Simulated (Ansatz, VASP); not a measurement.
**Cross-check of GaP between VASP and Ansatz**

Aim: how closely do two programs agree when they are given the same cell, functional and k mesh? The structure shown comes from an earlier Ansatz run, which isn't shown and may have moved the atoms alone.

Main program and level: Ansatz 0.2.0; plane waves, with VASP 6.6.1 beside it; elastic constants at r2SCAN.

### 1. The starting structure

It takes space group F-43m (No. 216, cubic). The conventional cell has a = 5.451 Å, b = 5.451 Å, c = 5.451 Å, α = 90.00°, β = 90.00°, γ = 90.00°. Nearest to Ga lie 4 P at 2.36 Å. Nearest to P lie 4 Ga at 2.36 Å. Farther neighbours are not listed.

Structure file:

```cif
data_structure
_symmetry_space_group_name_H-M 'P 1'
_symmetry_Int_Tables_number 1
_cell_length_a 3.8545
_cell_length_b 3.8545
_cell_length_c 3.8545
_cell_angle_alpha 60.000
_cell_angle_beta 60.000
_cell_angle_gamma 60.000
_cell_volume 40.50
loop_
_atom_site_label
_atom_site_type_symbol
_atom_site_fract_x
_atom_site_fract_y
_atom_site_fract_z
_atom_site_occupancy
Ga1 Ga 0.00000 0.00000 0.00000 1
P2 P 0.25000 0.25000 0.25000 1
```

### 2. Ansatz: elastic constants, r2SCAN

Ansatz runs on its default PAW (the set named soft_2) files.

Elastic constants are differences of stresses under small strains, so they test the stress and the mesh.

Input file input.yaml:

```yaml
crystal:
  lattice:
    - [0.0, 2.7255759196, 2.7255759196]
    - [2.7255759196, 0.0, 2.7255759196]
    - [2.7255759196, 2.7255759196, 0.0]
  atoms:
    - { symbol: Ga, position: [0.0, 0.0, 0.0] }
    - { symbol: P, position: [0.25, 0.25, 0.25] }
kpoints:
  mp_grid: { grid: [8, 8, 8] }
hamiltonian:
  xc: r2scan
scf:
  occupations: { method: gaussian, width: 0.02 }
output:
  forces: true
  stress: true
  eigenvalues: true
elastic:
  mode: relaxed_ion
  stencil: two_point
```

Command:

```console
$ ansatz run input.yaml --threads 4 --pin off --max-ram 8192MiB --backend cpu --events-out ev --progress --plain --runs-dir out
```

Numbers of over 12 decimals in the logs are rounded to 6 here.

What it wrote:

```text
Engine: ansatz 0.2.0, aarch64-unknown-linux-gnu
Pseudopotentials: kind: paw
Pseudopotential: Ga, paw, valence charge 13, recommended cutoff 500 eV (meta_gga), Ga.paw.azcp
Pseudopotential: P, paw, valence charge 5, recommended cutoff 500 eV (meta_gga), P.paw.azcp
Functional definition: r2SCAN
  parameter k0 = 0.174
  parameter k1 = 0.065
  parameter a1 = 4.9479
  exchange = r2scan_x(k0 = k0, k1 = k1, a1 = a1)
  correlation = r2scan_c
Crystal: 2 atoms, lattice volume = 40.495 Å³
Basis set: ecut = 500 eV, 965 PW (Γ), exchange–correlation on 120×120×120 points (64 copies of the dense FFT grid, shifted against one another)
Bands: 13, of which v1, the nominal top of the filled ones, is band 9 counted from 1 (8 counted from 0)
Symmetry: 24 space group operations
Space group: F-43m (ITA 216), of the structure as read, at distance tolerance 3.4e-5 Å
k-points: 29 of 512 (time reversal used)
Non-local potential: Ga, projectors of the file, l = 0: 2, l = 1: 2, l = 2: 3, l = 3: 1
Non-local potential: P, projectors of the file, l = 0: 2, l = 1: 2, l = 2: 2
PAW form: soft (Blöchl's): semilocal exchange-correlation on the pseudo side does not see the compensation charge
PAW frozen core: Ga, regenerated for the run's functional (the file was generated under x = pbe(κ = 0.804, μ = 0.219515), c = pbe(β = 0.066725))
PAW frozen core: P, regenerated for the run's functional (the file was generated under x = pbe(κ = 0.804, μ = 0.219515), c = pbe(β = 0.066725))
PAW one-centre angular grid: Ga, 590 points (default); XC on 160 Gauss nodes
PAW one-centre angular grid: P, 302 points (default); XC on 160 Gauss nodes
Initial density: superposition of atomic densities (neutral atoms: chi_scale 0, normalization atom), corrected by the library's trained network
Initial wavefunctions: pseudopotential atomic-orbital guess
Functional: x = r2scan, c = r2scan; τ floored in thin density (d = 2e-4 eV/Å³)
SCF iter   1: F=—  HF=-4550.473709 eV  |F-HF|=—  |Δ(HF+E_count)|=         —  Δρ=8.76e-3  dr2=1.84e-2  dr2_τ=7.35e-3  ethr=1.77e-3  ⟨swp⟩=6.2  Hψ=2549  notcnv=0
preconditioner: auto → none  [insulator: Δε(μ)=1.829 eV  Ē_g=16.400 eV  σ=0.020 eV  W_gap=1.00  n_scr=14 (ndim 8)  ℏωp=24.8 eV  f_vac=0.013  D(μ)=0.00/eV (n_scr^D=0)  ε∞_Penn≈3.3]
SCF iter   2: F=—  HF=-4550.484174 eV  |F-HF|=—  |Δ(HF+E_count)|=   1.05e-2  Δρ=2.32e-3  dr2=3.10e-3  dr2_τ=9.73e-5  ethr=1.02e-4  ⟨swp⟩=3.0  Hψ=1083  notcnv=0
SCF iter   3: F=—  HF=-4550.482639 eV  |F-HF|=—  |Δ(HF+E_count)|=   1.53e-3  Δρ=1.72e-3  dr2=5.14e-4  dr2_τ=7.43e-6  ethr=1.72e-5  ⟨swp⟩=2.1  Hψ=757  notcnv=0
SCF iter   4: F=—  HF=-4550.482870 eV  |F-HF|=—  |Δ(HF+E_count)|=   2.30e-4  Δρ=2.44e-4  dr2=4.19e-5  dr2_τ=5.01e-7  ethr=2.86e-6  ⟨swp⟩=2.9  Hψ=690  notcnv=0
SCF iter   5: F=—  HF=-4550.482857 eV  |F-HF|=—  |Δ(HF+E_count)|=   1.32e-5  Δρ=8.40e-5  dr2=2.49e-6  dr2_τ=2.94e-8  ethr=2.33e-7  ⟨swp⟩=2.0  Hψ=468  notcnv=0
SCF iter   6: F=—  HF=-4550.482853 eV  |F-HF|=—  |Δ(HF+E_count)|=   3.96e-6  Δρ=9.79e-6  dr2=3.88e-8  dr2_τ=3.47e-9  ethr=1.38e-8  ⟨swp⟩=2.0  Hψ=638  notcnv=0
SCF iter   7: F=—  HF=-4550.482853 eV  |F-HF|=—  |Δ(HF+E_count)|=   5.68e-7  Δρ=2.61e-6  dr2=2.32e-9  dr2_τ=4.80e-11  ethr=2.16e-10  ⟨swp⟩=2.0  Hψ=638  notcnv=0
SCF iter   8: F=—  HF=-4550.482853 eV  |F-HF|=—  |Δ(HF+E_count)|=  8.19e-12  Δρ=3.03e-7  dr2=2.76e-11  dr2_τ=2.83e-13  ethr=1.29e-11  ⟨swp⟩=2.0  Hψ=636  notcnv=0
SCF iter   9: F=—  HF=-4550.482853 eV  |F-HF|=—  |Δ(HF+E_count)|=  2.73e-12  Δρ=6.86e-8  dr2=2.31e-12  dr2_τ=1.07e-14  ethr=1.54e-13 (applied; sched 1.00e-12)  ⟨swp⟩=2.9  Hψ=736  notcnv=0
SCF iter  10: F=-4550.482853 eV  HF=-4550.482853 eV  |F-HF|=0.00e0  |Δ(HF+E_count)|=  1.82e-12  Δρ=3.03e-9  dr2=3.96e-15  dr2_τ=4.87e-17  ethr=1.00e-12  ⟨swp⟩=4.1  Hψ=1778  notcnv=0
SCF 1 converged in 10 iterations: F = -4550.482853 eV  dr2 = 3.96e-15
  greatest PAW one-centre occupation: 0.993 electrons in one spin orbital (limit 2), on the Ga atom at site 0 (counted from 0), in its partial waves of l = 2
Initial density: handed on by an earlier stage of this run
Initial wavefunctions: those handed on with the density
iter 1 solved again at ethr=1.00e-12 eV; its pass at ethr=3.10e-3 eV (dr2=1.46e-14 eV) is discarded
SCF iter   1: F=—  HF=-4550.482853 eV  |F-HF|=—  |Δ(HF+E_count)|=         —  Δρ=3.04e-9  dr2=3.89e-15  dr2_τ=4.92e-17  ethr=1.00e-12  ⟨swp⟩=2.9  Hψ=2571  notcnv=0
preconditioner: auto → none  [insulator: Δε(μ)=1.895 eV  Ē_g=16.250 eV  σ=0.020 eV  W_gap=1.00  n_scr=14 (ndim 8)  ℏωp=24.8 eV  f_vac=0.008  D(μ)=0.00/eV (n_scr^D=0)  ε∞_Penn≈3.3]
SCF iter   2: F=-4550.482853 eV  HF=-4550.482853 eV  |F-HF|=1.82e-12  |Δ(HF+E_count)|=  1.82e-12  Δρ=1.51e-9  dr2=6.90e-16  dr2_τ=1.42e-17  ethr=1.00e-12  ⟨swp⟩=4.8  Hψ=1247  notcnv=0
SCF 2 converged in 2 iterations: F = -4550.482853 eV  dr2 = 6.90e-16
Crystal: 2 atoms, lattice volume = 40.414 Å³
Symmetry: 8 space group operations
[...]
SCF iter   4: F=—  HF=-4550.482823 eV  |F-HF|=—  |Δ(HF+E_count)|=   3.69e-9  Δρ=4.78e-7  dr2=6.21e-11  dr2_τ=2.28e-12  ethr=2.81e-11  ⟨swp⟩=2.6  Hψ=2112  notcnv=0
SCF iter   5: F=—  HF=-4550.482823 eV  |F-HF|=—  |Δ(HF+E_count)|=  2.18e-11  Δρ=1.34e-7  dr2=3.72e-12  dr2_τ=1.44e-13  ethr=3.45e-13 (applied; sched 1.00e-12)  ⟨swp⟩=2.3  Hψ=1749  notcnv=0
SCF iter   6: F=—  HF=-4550.482823 eV  |F-HF|=—  |Δ(HF+E_count)|=  3.64e-12  Δρ=2.58e-8  dr2=1.82e-13  dr2_τ=2.98e-15  ethr=2.07e-14 (applied; sched 1.00e-12)  ⟨swp⟩=3.0  Hψ=2299  notcnv=0
SCF iter   7: F=-4550.482823 eV  HF=-4550.482823 eV  |F-HF|=0.00e0  |Δ(HF+E_count)|=  3.64e-12  Δρ=1.44e-8  dr2=7.57e-14  dr2_τ=9.64e-16  ethr=1.00e-12  ⟨swp⟩=5.0  Hψ=4442  notcnv=0
SCF 7 converged in 7 iterations: F = -4550.482823 eV  dr2 = 7.57e-14
relax step   3: F+E_penalty+E_count = -4550.48282349 eV  Δ(F+E_penalty+E_count) = -1.666e-6 eV  max|allowed force component| = 1.864e-9 eV/Å  Δτ_max = 0.0003 Å  (7 SCF iters, accepted)
[...]
relax step   1: F+E_penalty+E_count = -4550.48281280 eV  Δ(F+E_penalty+E_count) = +0.000e0 eV  max|allowed force component| = 1.477e-2 eV/Å  Δτ_max = 0.0000 Å  (9 SCF iters, accepted)
[...]
relax step   2: F+E_penalty+E_count = -4550.48282349 eV  Δ(F+E_penalty+E_count) = -1.068e-5 eV  max|allowed force component| = 3.465e-8 eV/Å  Δτ_max = 0.0007 Å  (8 SCF iters, accepted)
iter 1 solved again at ethr=1.00e-12 eV; its pass at ethr=3.10e-3 eV (dr2=1.45e-14 eV) is discarded
SCF iter   1: F=—  HF=-4550.482823 eV  |F-HF|=—  |Δ(HF+E_count)|=         —  Δρ=4.19e-9  dr2=4.98e-15  dr2_τ=6.73e-17  ethr=1.00e-12  ⟨swp⟩=2.9  Hψ=8564  notcnv=0
SCF iter   2: F=-4550.482823 eV  HF=-4550.482823 eV  |F-HF|=2.73e-12  |Δ(HF+E_count)|=  2.73e-12  Δρ=1.96e-9  dr2=8.25e-16  dr2_τ=3.34e-17  ethr=1.00e-12  ⟨swp⟩=4.6  Hψ=4308  notcnv=0
SCF 11 converged in 2 iterations: F = -4550.482823 eV  dr2 = 8.25e-16
SCF converged after 2 iterations
Free energy (F): -4550.482853 eV
Harris-Foulkes:  -4550.482853 eV  (|F-HF|=1.82e-12)
Internal energy: -4550.482853 eV  (E = F + TS)
E sigma→0 (E₀):  -4550.482853 eV
Fermi energy:    7.842570 eV
--- Per-component energies (eV) ---
  E_band       = -67.693808
  E_kinetic    = 185.470248
  E_local      = -2202.937542  (includes V_loc(G=0)·N_el)
  E_nonlocal   = 460.450587
  E_hartree    = 1020.577034
  E_xc         = -120.984186
  E_vxc        = -124.826170  (∫ρ·V_xc dr)
  E_paw        = -2579.827060  (= ΣΔE_a)
  E_vpaw       = -433.020186  (= ΣTr[D̂ρ^β])
  E_aug_tail   = -0.000042  (compensation charges beyond the density's cutoff)
  E_vtau       = 6.015228  (kinetic-family band-sum trace: ∫τ·v_τ [+ j·A + Jᵃ·Aᵃ] dr)
  E_ewald      = -1312.487980
  E_core_change = -0.743912  (= ΣΔE_core)
  E_smearing   = -0.000000  (= −TS)
  E_closure    = 0.000000  (closes the sum)
  Σ components = -4550.482853   (vs F -4550.482853, Δ=0.00e0)
--- Forces (eV/Å), atoms counted from 1 ---
  atom   1  Ga     0.00000000    -0.00000000     0.00000000
  atom   2  P     -0.00000000     0.00000000    -0.00000000
  max |Σ_I F_I| component: 1.11e-16 eV/Å
--- Stress (GPa, compression-positive) ---
        0.011436       0.000000      -0.000000
        0.000000       0.011436       0.000000
        0.000000       0.000000       0.011436
  P = ⅓ Tr σ = 0.0114 GPa (0.114 kbar)
--- Band table (eV; the first three rows and the last of 29) ---
  k-point 0: bands = [... 5 lower, -6.1278, 6.8952, 6.8952, 6.8952, 9.2573, 11.0683, 11.0683, 11.0683]
  k-point 1: bands = [... 5 lower, -5.9143, 5.2711, 6.6563, 6.6563, 9.7865, 11.4343, 11.4343, 11.7531]
  k-point 2: bands = [... 5 lower, -5.3122, 2.9289, 6.2035, 6.2035, 9.4389, 11.9640, 11.9640, 13.7828]
  k-point 28: bands = [... 5 lower, -2.9381, 0.1579, 3.1844, 3.3542, 11.9280, 12.1887, 13.4366, 13.4779]
--- Elastic constants: 2 strain directions × 2 members + reference (group order 24) ---
  dense FFT box of the reference and of every strained cell: 30×30×30
  strains applied: 11, 23; error gains: componentwise 1.00 (the most a stress slope's error grows in a printed constant), spectral 1.73 (1 for all six strains in a standard setting)
  C = ∂σ_k/∂η_j (tension-positive GPa; Voigt order 11 22 33 23 13 12):
       142.528     60.571     60.571     -0.000     -0.000     -0.000
        60.571    142.528     60.571     -0.000      0.000      0.000
        60.571     60.571    142.528     -0.000      0.000      0.000
        -0.000      0.000      0.000     73.137      0.000      0.000
         0.000      0.000     -0.000      0.000     73.137     -0.000
        -0.000      0.000     -0.000      0.000     -0.000     73.137
  reference stress σ⁰ (GPa):     -0.011     -0.011     -0.011     -0.000      0.000     -0.000
  C* (energy form; C + prestress term) asymmetry max|C*_kj − C*_jk| = 2.132e-14 GPa — a small one proves nothing (zero by symmetry where the batch's group is 432, −43m or m−3m); a large one is finite-difference/SCF noise where every solve meets its electron count
  moduli (Voigt/Reuss/Hill, GPa): K = 87.89/87.89/87.89   G = 60.27/55.66/57.97   E = 142.56   ν = 0.230
  mechanically stable: yes (min eigenvalue of sym C = 73.14 GPa)
  strain η (Voigt 11):  stress-route row diagonal C_11 = 142.53 GPa, energy-path curvature d²(F+E_count+ΔE)/dδ²/Ω₀ = 142.52 GPa
         δ    σ_11 (GPa)             F (eV)   n_scf  n_hpsi   n_pw
    -2.000e-3      -0.2972       -4550.4827835       9   17687   1036   relax 0 steps, max|allowed force component| 8.33e-17 eV/Å
     2.000e-3       0.2729       -4550.4827906       8   15475   1056   relax 0 steps, max|allowed force component| 8.33e-17 eV/Å
  strain η (Voigt 23):  stress-route row diagonal C_44 = 73.14 GPa, energy-path curvature d²(F+E_count+ΔE)/dδ²/Ω₀ = 73.18 GPa
         δ    σ_23 (GPa)             F (eV)   n_scf  n_hpsi   n_pw
    -2.000e-3      -0.1463       -4550.4828235       2   14628   1048   relax 3 steps, max|allowed force component| 1.86e-9 eV/Å
     2.000e-3       0.1463       -4550.4828235       2   13788   1048   relax 2 steps, max|allowed force component| 3.46e-8 eV/Å
```

[end of part 1 of 2]

[Lines on the potential files, build, host, timing and source positions are cut from VASP's logs without a mark.]

[Logs are printed without paths, hosts, clocks, repeated set-up lines and the standing remarks that a program may print on its own settings, such as how far it seeks lower states.]

[Hosts, paths, dates, database ids (printed as entryN), source tags and the programs' standing remarks are cut or masked in the printed files.]
